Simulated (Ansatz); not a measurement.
# SnO2 (Pa-3) in Ansatz: a series of runs, part 2 of 2

Ansatz 0.2.0. Earlier steps stand in the parts before.

### Step 3. Relaxation of cell and atoms, BLYP+D4

Input file input.yaml:

```yaml
crystal:
  lattice:
    - [5.175256, 0.0, 0.0]
    - [0.0, 5.175256, 0.0]
    - [0.0, 0.0, 5.175256]
  atoms:
    - { symbol: Sn, position: [0.0, 0.0, 0.0] }
    - { symbol: Sn, position: [0.5, 0.0, 0.5] }
    - { symbol: Sn, position: [0.5, 0.5, 0.0] }
    - { symbol: Sn, position: [0.0, 0.5, 0.5] }
    - { symbol: O, position: [0.661098, 0.838902, 0.161098] }
    - { symbol: O, position: [0.838902, 0.161098, 0.661098] }
    - { symbol: O, position: [0.161098, 0.661098, 0.838902] }
    - { symbol: O, position: [0.338902, 0.338902, 0.338902] }
    - { symbol: O, position: [0.661098, 0.661098, 0.661098] }
    - { symbol: O, position: [0.838902, 0.338902, 0.161098] }
    - { symbol: O, position: [0.161098, 0.838902, 0.338902] }
    - { symbol: O, position: [0.338902, 0.161098, 0.838902] }
hamiltonian:
  xc: blyp
  pseudopotentials: { kind: paw }
  dispersion: d4
kpoints:
  mp_grid: { grid: [5, 5, 5] }
scf:
  occupations: { method: fermi_dirac, width: 0.05 }
output:
  forces: true
  stress: true
  eigenvalues: true
relax:
  f_tol: 0.01
  max_steps: 40
  cell: { stress_tol: 0.05 }
```

Potentials or basis: Ansatz PAW.

Run with:

```console
$ ansatz run input.yaml --threads 4 --pin off --max-ram 11264MiB --backend cpu --events-out ev --progress --plain --runs-dir out
```

Standard output:

```text
Warning: RAYON_NUM_THREADS=4 ignored (pool sized by the plan → 4); use --threads N
Engine: ansatz 0.2.0, aarch64-unknown-linux-gnu
Pseudopotentials: kind: paw
Pseudopotential: Sn, paw, valence charge 14, recommended cutoff 420 eV (normal), Sn.paw.azcp
Pseudopotential: O, paw, valence charge 6, recommended cutoff 420 eV (normal), O.paw.azcp
Functional definition: BLYP
  parameter beta = 0.0042
  parameter a = 0.04918
  parameter b = 0.132
  parameter c = 0.2533
  parameter d = 0.349
  exchange = b88_x(beta = beta)
  correlation = lyp_c(a = a, b = b, c = c, d = d)
Crystal: 12 atoms, lattice volume = 138.610 Å³
Basis set: ecut = 420 eV, 2721 PW (Γ), exchange–correlation on 72×72×72 points (8 copies of the dense FFT grid, shifted against one another)
[... 143 lines left out ...]
        0.000000      -0.002296       0.000000
       -0.000000       0.000000      -0.002296
  P = ⅓ Tr σ = -0.0023 GPa (-0.023 kbar)
--- Band table (eV; the first three rows and the last of 11) ---
  k-point 0: bands = ["-10.2888", "-10.2888", "-10.2888", "-9.6072", "-9.6072", "-9.6072", "-9.5558", "-9.5558", "-9.5068", "-9.4988", "-9.4988", "-9.4988", "-9.4328", "-9.4328", "-9.4328", "-9.3686", "-9.3686", "-9.3686", "-9.3623", "-9.3623", "-8.0886", "-6.4506", "-6.4506", "-6.4506", "-5.5083", "-4.7685", "-4.7685", "-4.7685", "3.5684", "3.5684", "3.5684", "5.5134", "5.5134", "5.5134", "5.9067", "5.9067", "8.0831", "8.0831", "8.0831", "8.4678", "8.4678", "8.4678", "8.9293", "9.5031", "9.5031", "9.5031", "9.8218", "9.8218", "10.1737", "10.4804", "10.4804", "10.4804", "11.2100", "16.3123", "16.3123", "16.3123", "18.1073", "18.1073", "18.1073", "19.2840", "19.2840", "19.2840", "19.3563", "22.0171"]
  k-point 1: bands = ["-10.2463", "-10.2442", "-10.2334", "-9.6546", "-9.6397", "-9.6391", "-9.5984", "-9.5552", "-9.5150", "-9.5032", "-9.4967", "-9.4944", "-9.4485", "-9.4453", "-9.4326", "-9.3820", "-9.3774", "-9.3756", "-9.3704", "-9.3662", "-7.9768", "-6.6684", "-6.2985", "-6.2599", "-5.4968", "-4.8970", "-4.8443", "-4.8005", "3.3515", "3.4186", "3.8998", "5.5738", "5.6301", "5.8417", "5.8506", "6.3635", "7.7418", "7.7661", "7.7761", "8.3441", "8.6508", "8.6784", "8.7669", "9.2583", "9.4841", "9.5994", "9.7554", "9.7616", "10.0798", "10.3304", "10.4265", "10.5020", "12.1929", "15.8313", "15.8446", "16.1010", "18.2636", "18.4075", "18.6282", "19.2294", "19.3387", "19.3591", "19.6461", "21.5317"]
  k-point 2: bands = ["-10.1500", "-10.1470", "-10.0766", "-9.8523", "-9.7633", "-9.7559", "-9.5780", "-9.5604", "-9.5215", "-9.5053", "-9.4940", "-9.4893", "-9.4477", "-9.4452", "-9.4259", "-9.4071", "-9.3928", "-9.3908", "-9.3736", "-9.3728", "-7.6462", "-7.1556", "-5.9394", "-5.7978", "-5.5982", "-5.2768", "-4.9356", "-4.8815", "3.1212", "3.1720", "4.7904", "5.6906", "5.6998", "5.7730", "6.5548", "6.7341", "7.0341", "7.3329", "7.3759", "8.1304", "8.6591", "8.8999", "8.9815", "9.0892", "9.1935", "9.4109", "9.7521", "9.8746", "10.0116", "10.2188", "10.4858", "10.5270", "13.5805", "14.8447", "15.4030", "15.6244", "18.4215", "18.5203", "19.0802", "19.2746", "19.7028", "20.0494", "20.3319", "20.6310"]
  k-point 10: bands = ["-10.1688", "-10.1230", "-10.1230", "-10.1095", "-9.6341", "-9.6341", "-9.5724", "-9.5724", "-9.5156", "-9.5156", "-9.5141", "-9.5121", "-9.4080", "-9.4080", "-9.3983", "-9.3952", "-9.3952", "-9.3903", "-9.3903", "-9.3878", "-6.7859", "-6.4566", "-6.3908", "-6.3908", "-5.5133", "-5.4942", "-5.4942", "-5.2799", "4.2744", "4.2744", "4.3662", "4.7075", "6.5631", "6.6300", "6.6300", "6.9031", "6.9375", "6.9375", "7.3221", "7.3221", "8.6019", "8.6019", "8.8836", "9.0907", "9.3708", "9.3708", "9.5585", "9.5585", "9.9989", "10.0036", "10.0764", "10.0764", "15.2072", "15.4471", "15.4471", "15.4853", "17.9209", "18.1482", "18.1482", "18.2216", "21.4092", "21.4661", "21.4661", "21.9484"]
--- Relaxed structure (4 steps of the walk, 4 accepted, 2 SCFs on fresh bases) ---
  F+E_penalty+E_count = -28721.06268305 eV   max|allowed force component| = 3.457e-5 eV/Å   (the final SCF, on the basis selected at the relaxed cell)
  cell:  # Å, volume = 137.2119 Å³
    - [5.1577929700267315, 8.425943506694157e-34, 1.6049416203226964e-34]
    - [9.669773262444246e-34, 5.1577929700267315, 0.0]
    - [1.6450651608307639e-34, 0.0, 5.1577929700267315]
  atoms:
    - { symbol: Sn, position: [-5.87028900113428e-20, -5.586594737138956e-20, -8.358069470016478e-20] }
    - { symbol: Sn, position: [0.5, -5.586594737138954e-20, 0.5] }
    - { symbol: Sn, position: [0.5, 0.5, -8.35806947001648e-20] }
    - { symbol: Sn, position: [-5.870289001134295e-20, 0.5, 0.5] }
    - { symbol: O, position: [0.6590052962562712, 0.8409947037437289, 0.15900529625627113] }
    - { symbol: O, position: [0.8409947037437289, 0.15900529625627113, 0.6590052962562712] }
    - { symbol: O, position: [0.15900529625627113, 0.6590052962562712, 0.8409947037437289] }
    - { symbol: O, position: [0.34099470374372887, 0.34099470374372887, 0.34099470374372887] }
    - { symbol: O, position: [0.6590052962562712, 0.6590052962562712, 0.6590052962562712] }
    - { symbol: O, position: [0.8409947037437289, 0.34099470374372887, 0.15900529625627113] }
    - { symbol: O, position: [0.15900529625627113, 0.8409947037437289, 0.34099470374372887] }
    - { symbol: O, position: [0.34099470374372887, 0.15900529625627113, 0.8409947037437289] }
```

Wall time 12 s (4 threads of Arm Neoverse V2, shared host); peak memory 0.56 GiB.

Results:

```
Free energy                            : -28721.0627 eV
Relaxed volume                         : 11.43 Å³/atom
Relaxed cell                           : a = 5.158 Å, b = 5.158 Å, c = 5.158 Å, α = 90.00°, β = 90.00°, γ = 90.00°
Space group after relaxing (to 0.05 Å) : Pa-3 (No. 205)
Energy gained by relaxing              : 1.0 meV/atom
Ionic steps                            : 6
Pressure after relaxing                : 0.0 GPa
Band gap on the k mesh                 : 0.68 eV, indirect (least direct gap 0.73 eV)
```

The path:
```
step  energy change (eV)  largest force (eV/Å)  volume (Å³)
   1              0.0000                0.0542       138.61
   2             -0.0205                0.0023       137.24
   3             -0.0203                0.0000       137.27
   4             -0.0113                0.0000       137.27
   5             -0.0117                0.0001       137.21
   6             -0.0117                0.0001       137.21
```

Final structure:
```xyz
12
Lattice="5.1578 0.0000 0.0000 0.0000 5.1578 0.0000 0.0000 0.0000 5.1578" Properties=species:S:1:pos:R:3 pbc="T T T"
Sn    0.0000    0.0000    0.0000
Sn    2.5789    0.0000    2.5789
Sn    2.5789    2.5789    0.0000
Sn    0.0000    2.5789    2.5789
O     3.3990    4.3377    0.8201
O     4.3377    0.8201    3.3990
O     0.8201    3.3990    4.3377
O     1.7588    1.7588    1.7588
O     3.3990    3.3990    3.3990
O     4.3377    1.7588    0.8201
O     0.8201    4.3377    1.7588
O     1.7588    0.8201    4.3377
```

Caveat: odd divisions of the mesh miss points on the zone boundary, where band edges often lie, so the gap on the mesh can be too wide; the plane-wave basis is chosen anew once the cell has moved, so the energies of steps on either side of that aren't comparable; the pressure holds a Pulay correction of +1.1 GPa for the finite cutoff; spin-orbit coupling is left out, which moves the levels of the heavy elements; the PAW data sets come from PBE, with cores solved anew for the run's functional, which leaves a small shift of forces and pressure.

### Step 4. Single point, PBE

input.yaml, as its differences from that of step 3:

```diff
@@ -19,5 +19,4 @@
 hamiltonian:
-  xc: blyp
+  xc: pbe
   pseudopotentials: { kind: paw }
-  dispersion: d4
 kpoints:
@@ -25,3 +24,3 @@
 scf:
-  occupations: { method: fermi_dirac, width: 0.05 }
+  occupations: { method: gaussian, width: 0.015 }
 output:
@@ -30,5 +29 @@
   eigenvalues: true
-relax:
-  f_tol: 0.01
-  max_steps: 40
-  cell: { stress_tol: 0.05 }
```

Run with:

```console
$ ansatz run input.yaml --threads 4 --pin off --max-ram 11264MiB --backend cpu --events-out ev --progress --plain --runs-dir out
```

Wall time 1.6 s (4 threads of Arm Neoverse V2, shared host); peak memory 0.53 GiB.

The run converged. Its results:

```
Free energy            : -28634.7152 eV
Pressure               : -0.6 GPa
Largest force          : 0.003 eV/Å
Band gap on the k mesh : 0.57 eV, indirect (least direct gap 0.63 eV)
```

Forces in eV/Å, atoms in the order of the input:
```
Sn   0.000  0.000  0.000
Sn   0.000  0.000  0.000
Sn   0.000  0.000  0.000
Sn   0.000  0.000  0.000
O   -0.002  0.002 -0.002
O    0.002 -0.002 -0.002
O   -0.002 -0.002  0.002
O    0.002  0.002  0.002
O   -0.002 -0.002 -0.002
O    0.002  0.002 -0.002
O   -0.002  0.002  0.002
O    0.002 -0.002  0.002
```

Levels at points of the mesh, in eV from the valence-band top:
```
           k point  band 48  band 49  band 50  band 51  band 52  band 53  band 54  band 55  band 56  band 57
(0.00, 0.00, 0.00)    -0.72    -0.29    -0.06    -0.06    -0.06     0.57     5.74     5.74     5.74     7.36
```

Caveat: odd divisions of the mesh miss points on the zone boundary, where band edges often lie, so the gap on the mesh can be too wide; the pressure holds a Pulay correction of +0.9 GPa for the finite cutoff; spin-orbit coupling is left out, which moves the levels of the heavy elements. A k mesh can miss the band edges.

### Step 5. The runs side by side

```csv
task,level,cell,k mesh,smearing,target pressure (GPa),gap on the mesh (eV),pressure (GPa)
relaxation of cell and atoms,LDA,relaxed to 2 GPa,4 × 4 × 4,fermi-dirac 0.05 eV,2,1.21,2.0
relaxation of cell and atoms,BLYP+D4,relaxed,5 × 5 × 5,fermi-dirac 0.05 eV,-,0.68,0.0
single point,PBE,as given,5 × 5 × 5,gaussian 0.015 eV,-,0.57,-0.6
```

Alike in all rows: potentials or basis Ansatz PAW; no spin polarisation; cutoff (eV) 420.

Caveats: spin-orbit coupling is left out, which moves the levels of the heavy elements; the plane-wave basis is chosen anew once the cell has moved, so the energies of steps on either side of that aren't comparable (some runs); the PAW data sets come from PBE, with cores solved anew for the run's functional, which leaves a small shift of forces and pressure (some runs); odd divisions of the mesh miss points on the zone boundary, where band edges often lie, so the gap on the mesh can be too wide (some runs).

Absolute energies hang on the potentials; compare differences alone.
